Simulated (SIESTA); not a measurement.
The system is PtSe2 (Sudovikovite).

```xyz
3
Lattice="3.7240 0.0000 0.0000 -1.8620 3.2251 0.0000 0.0000 0.0000 5.0620" Properties=species:S:1:pos:R:3 pbc="T T T"
Pt    0.0000    0.0000    0.0000
Se    1.8620    1.0750    3.7965
Se    0.0000    2.1501    1.2655
```

- Program: SIESTA 5.4.2
- Task: relaxation of cell and atoms
- Functional: PBEsol
- Potentials or basis: PseudoDojo 0.4 standard (PBEsol files)
- Basis: DZP (energy shift 0.003 Ry; two zetas on semicore shells)
- Grid cutoff: 800 Ry
- Energy shift: 0.003 Ry
- k mesh: 6 × 6 × 4
- Occupations: fermi-dirac, width 0.05 eV
- Spin: no spin polarisation

At the start: pressure 6.5 GPa; volume 20.27 Å³/atom.

How do energy, volume and symmetry change on relaxing?

Over 23 steps the energy falls by 26.6 meV/atom and the volume is 20.32 Å³/atom (+0.3 %); space group P-3m1 (No. 164, to 0.05 Å).

Step by step:
| step | energy change (eV) | largest force (eV/Å) | pressure (GPa) | volume (Å³) |
| --- | --- | --- | --- | --- |
| 1 | 0.0000 | 0.9327 | 6.53 | 60.80 |
| 2 | -0.0421 | 0.5990 | 4.17 | 61.17 |
| 3 | -0.0745 | 0.0212 | 0.30 | 61.84 |
| 4 | -0.0746 | 0.0393 | -0.10 | 61.92 |
| 5 | -0.0746 | 0.0855 | -0.48 | 62.00 |
| 6 | -0.0749 | 0.1314 | 0.34 | 61.94 |
| 7 | -0.0752 | 0.0048 | -0.95 | 62.26 |
| 8 | -0.0731 | 0.1507 | -1.69 | 62.40 |
| 9 | -0.0759 | 0.0180 | -0.50 | 62.10 |
| 10 | -0.0754 | 0.1000 | 0.16 | 61.97 |
| 11 | -0.0669 | 0.3196 | 2.24 | 61.23 |
| 12 | -0.0773 | 0.1458 | -1.20 | 61.49 |
| 13 | -0.0794 | 0.0293 | 0.09 | 61.16 |
| 14 | -0.0776 | 0.1384 | 1.09 | 60.76 |
| 15 | -0.0796 | 0.0041 | -0.12 | 61.11 |
| 16 | -0.0795 | 0.0219 | -0.32 | 61.19 |
| 17 | -0.0793 | 0.0400 | -0.48 | 61.30 |
| 18 | -0.0795 | 0.0060 | -0.10 | 61.18 |
| 19 | -0.0793 | 0.0365 | 0.54 | 60.73 |
| 20 | -0.0795 | 0.0253 | 0.42 | 60.70 |
| 21 | -0.0797 | 0.0026 | -0.06 | 61.06 |
| 22 | -0.0797 | 0.0062 | 0.15 | 60.86 |
| 23 | -0.0797 | 0.0010 | 0.02 | 60.97 |

Final structure:
```
CELL_PARAMETERS angstrom
3.76719 -0.00048 -0.00071
-1.88401 3.26224 0.00071
-0.00097 0.00056 4.96113
ATOMIC_POSITIONS crystal
Pt 0.99999 0.00001 0.00000
Se 0.66661 0.33339 0.73523
Se 0.33337 0.66663 0.26477
```

Caveat: short orbitals over semicore shells can move pressures by several GPa; the basis of atomic orbitals isn't converged, which shifts pressures, moduli and gaps.
